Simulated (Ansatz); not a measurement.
# CsI: the functional and the phonons

CsI in the CsCl structure, in a typed cell, not relaxed.

```xyz
2
Lattice="4.6600 0.0000 0.0000 0.0000 4.6600 0.0000 0.0000 0.0000 4.6600" Properties=species:S:1:pos:R:3 pbc="T T T"
Cs    0.0000    0.0000    0.0000
I     2.3300    2.3300    2.3300
```

Computed with Ansatz (plane-wave DFT, scalar-relativistic): PBE; Ansatz hand-made PAW at 520 eV; k mesh 4×4×4; fixed occupations; no spin. Phonons (linear response) are harmonic and in cm⁻¹; i marks an unstable mode. Zone-centre lists hold the optical modes without the non-analytic term.

Caveats: coarse k mesh; the program warns that the mesh is coarse for the field response; the typed cell is 19 % larger in volume than LDA's relaxed one.

At 50.60 Å³ an atom it gives top Γ mode (cm⁻¹) 47; lowest mode at q = [0.5, 0.5, 0.5] (cm⁻¹) 46; top mode at q = [0.5, 0.5, 0.5] (cm⁻¹) 52; mean ε∞ 3.19; mean Born charge of Cs (e) 1.33.

Question: Repeat with LDA in the same cell, on the same kind of potentials and mesh. What changes?

Answer: 
```json
{"functional": "LDA in the same cell", "cutoff (eV)": "520", "volume (Å³/atom)": "50.60", "top Γ mode (cm⁻¹)": "36", "lowest mode at q = [0.5, 0.5, 0.5] (cm⁻¹)": "39", "top mode at q = [0.5, 0.5, 0.5] (cm⁻¹)": "44", "mean ε∞": "3.26", "mean Born charge of Cs (e)": "1.32"}
```
